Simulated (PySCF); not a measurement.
Mapped SMILES: `[OH:1][CH2:2][c:3]1[cH:4][cH:5][cH:6][cH:7][cH:8]1` (H(Xn): hydrogen on atom n).

Geometry: PBE0-D3(BJ)/def2-SVP; GIAO absolute shieldings from PySCF, gas phase, non-relativistic, averaged over equivalent atoms.

At PBE0/STO-3G (48 basis functions, 4.1 s wall time on 1 thread of an Arm Neoverse V2, shared host):
| atoms | σ (ppm) |
| --- | --- |
| O1 | 342.4 |
| C3 | 118.2 |
| C5/C7 | 124.0 |
| C4/C8 | 124.2 |
| C6 | 124.4 |
| C2 | 177.2 |
| H(C5)/H(C7) | 25.57 |
| H(C6) | 25.61 |
| H(C4)/H(C8) | 25.63 |
| H(C2) | 29.50 |
| H(O1) | 34.45 |

Q: Predict the values at wB97X-D/pcSseg-1 on the same geometry.

A: 
| atoms | σ at wB97X-D/pcSseg-1 | change |
| --- | --- | --- |
| O1 | 297.9 | -44.5 |
| C3 | 34.5 | -83.7 |
| C5/C7 | 49.2 | -74.8 |
| C4/C8 | 52.8 | -71.4 |
| C6 | 50.5 | -73.9 |
| C2 | 117.2 | -60.0 |
| H(C5)/H(C7) | 23.88 | -1.69 |
| H(C6) | 23.99 | -1.62 |
| H(C4)/H(C8) | 23.81 | -1.82 |
| H(C2) | 26.69 | -2.81 |
| H(O1) | 31.28 | -3.17 |

The largest change is at C3 (substituted aromatic carbon). Cost: 176 basis functions, 26 s wall time on 1 thread of an Arm Neoverse V2, shared host. The order of the carbon signals changes between the two levels.
